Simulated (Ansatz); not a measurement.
Pt: relaxation of cell and atoms

All numbers below come from DFT, PBE, PAW with Ansatz's default frozen-core files, scalar-relativistic (Ansatz 0.2.0).

Command: `ansatz run input.yaml --threads 1 --pin off --max-ram 2048MiB --backend cpu --events-out ev --progress --plain --runs-dir out` The run took about 4.6 s on 1 thread of a shared machine.

```yaml
crystal:
  lattice:
    - [2.62842468, 0.0, 0.0]
    - [0.0, 2.62842468, 0.0]
    - [0.0, 0.0, 2.62842468]
  atoms:
    - { symbol: Pt, position: [0.0, 0.0, 0.0] }
kpoints:
  mp_grid: { grid: [12, 12, 12] }
scf:
  occupations: { method: fermi_dirac, width: 0.08 }
hamiltonian:
  xc: pbe
  pseudopotentials: { kind: paw }
output:
  forces: true
  stress: true
relax:
  f_tol: 0.005
  max_steps: 80
  cell: {}
```

Spin–orbit coupling is left out, though it moves levels of the heavy atoms by tenths of an eV or more.

The cell is built from the sc type as a first guess.

The cutoff is 420 eV; energies and pressures of the walk include the program's estimate of the Pulay term.

Each frame lists the cell vectors (Å), then Cartesian positions (Å); symmetry keeps all forces zero. Free energies count from the first step, -12522.5798 eV.

The walk took 4 evaluations in all; steps that aren't listed are left out.

Step 1: E = 0.0 meV, P = -0.74 GPa

```
cell 2.6284 0.0000 0.0000 0.0000 2.6284 0.0000 0.0000 0.0000 2.6284
Pt    0.0000    0.0000    0.0000
```

Step 2: E = 0.0 meV, P = 0.89 GPa, step rejected

```
cell 2.6208 0.0000 0.0000 0.0000 2.6208 0.0000 0.0000 0.0000 2.6208
Pt    0.0000    0.0000    0.0000
```

Problem. How does the relaxation end?

Solution. It converges, with a = 2.625 Å, b = 2.625 Å, c = 2.625 Å, α = 90.00°, β = 90.00°, γ = 90.00° (conventional cell, space group Pm-3m). The last solve (on a basis chosen afresh for the final cell, so its energy is not quite comparable) gives E = -0.2 meV, P = -0.01 GPa:
```
cell 2.6249 0.0000 0.0000 0.0000 2.6249 0.0000 0.0000 0.0000 2.6249
Pt    0.0000    0.0000    0.0000
```
